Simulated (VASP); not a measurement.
Input:

```
ZnTe
1.0
    0.00000     3.03240     3.03240
    3.03240     0.00000     3.03240
    3.03240     3.03240     0.00000
Zn Te
1 1
Direct
  0.00000   0.00000   0.00000
  0.25000   0.25000   0.25000
```

Calculation: PBEsol GGA, VASP's PBE PAW potentials (set 64) (plane waves; VASP 6.6.1). Settings: 400 eV cut-off, 14×14×14 Γ-centred mesh, Gaussian smearing of 0.010 eV, potentials Zn Te.

Task: Give the direction-averaged independent-particle dielectric function (no local fields, no excitons; a broadening of 0.1 eV leaves a tail below the gap, and fine structure carries the noise of the k-mesh).

Result: 
| ħω (eV) | ε₁ | ε₂ |
|---|---|---|
| 0.00 | 9.58 | 0.00 |
| 0.20 | 9.61 | 0.03 |
| 0.40 | 9.70 | 0.06 |
| 0.70 | 9.96 | 0.12 |
| 0.90 | 10.26 | 0.20 |
| 1.10 | 10.75 | 0.44 |
| 1.40 | 10.80 | 0.67 |
| 1.60 | 11.91 | 1.01 |
| 1.80 | 11.28 | 2.14 |
| 2.10 | 13.12 | 2.37 |
| 2.30 | 13.92 | 3.11 |
| 2.50 | 16.00 | 5.29 |
| 2.80 | 11.81 | 7.58 |
| 3.00 | 12.63 | 9.57 |
| 3.30 | 9.64 | 8.75 |
| 3.50 | 9.21 | 9.16 |
| 3.70 | 9.20 | 9.48 |
| 4.00 | 11.48 | 10.93 |
| 4.20 | 13.10 | 16.01 |
| 4.40 | 4.47 | 23.67 |
| 4.70 | 1.04 | 16.93 |
| 4.90 | -5.74 | 14.30 |
| 5.10 | -4.55 | 9.69 |
| 5.40 | -2.31 | 7.14 |
| 5.60 | 0.48 | 8.43 |
| 5.80 | -1.41 | 11.39 |
| 6.10 | -4.90 | 7.20 |
| 6.30 | -4.50 | 6.77 |
| 6.60 | -3.96 | 4.72 |
| 6.80 | -3.36 | 4.48 |
| 7.00 | -3.45 | 4.08 |
| 7.30 | -3.45 | 4.00 |
| 7.50 | -2.78 | 3.26 |
| 7.70 | -2.97 | 3.01 |
| 8.00 | -2.39 | 2.69 |
| 8.20 | -2.32 | 2.43 |
| 8.40 | -2.37 | 2.29 |
| 8.70 | -1.56 | 1.72 |
| 8.90 | -1.75 | 2.25 |
| 9.20 | -1.67 | 1.67 |
ε₂ peaks at 4.4 eV (height 23.7), 5.8 eV (height 11.4); ε₁(0) averages 9.58, so the electronic refractive index below the gap tends to √9.58 = 3.10.

The compound is ZnTe in the zinc blende structure. It was relaxed first.
